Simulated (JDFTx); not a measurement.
Si: equation of state with PBEsol

The system is Si.

```
Si
1.0
     0.00000    2.72185    2.72185
     2.72185    0.00000    2.72185
     2.72185    2.72185    0.00000
Si
2
Direct
  0.50000 0.50000 0.50000
  0.75000 0.75000 0.75000
```

* Program: JDFTx 1.7.0 (patched build)
* Task: equation of state
* Functional: PBEsol
* Potentials or basis: PseudoDojo-SR-PBEsol-0.4.1-standard with smoothed tails
* Cutoff: 490 eV
* Density cutoff: 3918 eV
* k mesh: 8 × 8 × 8
* Occupations: fermi-dirac, width 0.05 eV
* Spin: no spin polarisation

```yaml
Equilibrium_volume: 20.03 Å³/atom
Bulk_modulus: 93 GPa
Pressure_derivative_of_the_bulk_modulus: 4.2
```

Energy against volume, from the lowest point:
| volume (Å³/atom) | energy (meV/atom) |
| --- | --- |
| 18.955 | 18.21 |
| 19.358 | 6.69 |
| 19.761 | 0.80 |
| 20.165 | 0.00 |
| 20.568 | 3.78 |
| 20.971 | 11.67 |
| 21.375 | 23.26 |
